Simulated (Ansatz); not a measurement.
Wanted: the native input for an Ansatz 0.2.0 run.

- Task: relaxation of cell and atoms
- Functional: HSE03
- Potentials or basis: Ansatz PAW
- Cutoff: 420 eV (not typed: the program's choice for these potentials)
- k mesh: 3 × 3 × 10
- Occupations: fermi-dirac, width 0.05 eV
- Spin: no spin polarisation

The system is C.

```xyz
1
Lattice="4.2552 0.0000 0.0000 0.0000 4.2552 0.0000 0.0000 0.0000 1.2823" Properties=species:S:1:pos:R:3 pbc="T T T"
C     2.1276    2.1276    0.6411
```

The cell was built by a generator and needn't be a form met in nature.

These files were run (other wordings do the same):

input

```
crystal:
  lattice:
    - [4.25517, 0.0, 0.0]
    - [0.0, 4.25517, 0.0]
    - [0.0, 0.0, 1.28229]
  atoms:
    - { symbol: C, position: [0.5, 0.5, 0.5] }
hamiltonian:
  xc: { exchange: pbe, correlation: pbe, exx: { coeff: 0.25, omega: 0.3 } }
  pseudopotentials: { kind: paw }
kpoints:
  mp_grid: { grid: [3, 3, 10] }
scf:
  occupations: { method: fermi_dirac, width: 0.05 }
output:
  forces: true
  stress: true
  eigenvalues: true
  write_density: true
  write_potential: true
  elf: true
  volumetric_format: npy
relax:
  f_tol: 0.01
  max_steps: 40
  cell: { stress_tol: 0.05 }
```

Results of the run:

```json
{
  "Relaxed volume": "23.36 Å³/atom",
  "Relaxed cell": "a = 4.288 Å, b = 4.288 Å, c = 1.270 Å, α = 90.00°, β = 90.00°, γ = 90.00°",
  "Space group after relaxing (to 0.05 Å)": "P4/mmm (No. 123)",
  "Energy gained by relaxing": "5.8 meV/atom",
  "Ionic steps": "6",
  "Pressure after relaxing": "0.0 GPa",
  "Band gap on the k mesh": "4.58 eV"
}
```

Caveat: the k mesh is coarse (spacing up to 0.49 Å⁻¹), so the values aren't converged, least of all with exact exchange; odd divisions of the mesh miss points on the zone boundary, where band edges often lie, so the gap on the mesh can be too wide; the plane-wave basis is chosen anew once the cell has moved, so the energies of steps on either side of that aren't comparable; the PAW data sets come from PBE, with cores solved anew for the run's functional, which leaves a small shift of forces and pressure.

It took 14 s on 1 × NVIDIA H100 80GB HBM3 with 2 threads of AMD EPYC 7R13 Processor (Zen 3), on a shared host, peak memory 1.5 GiB.
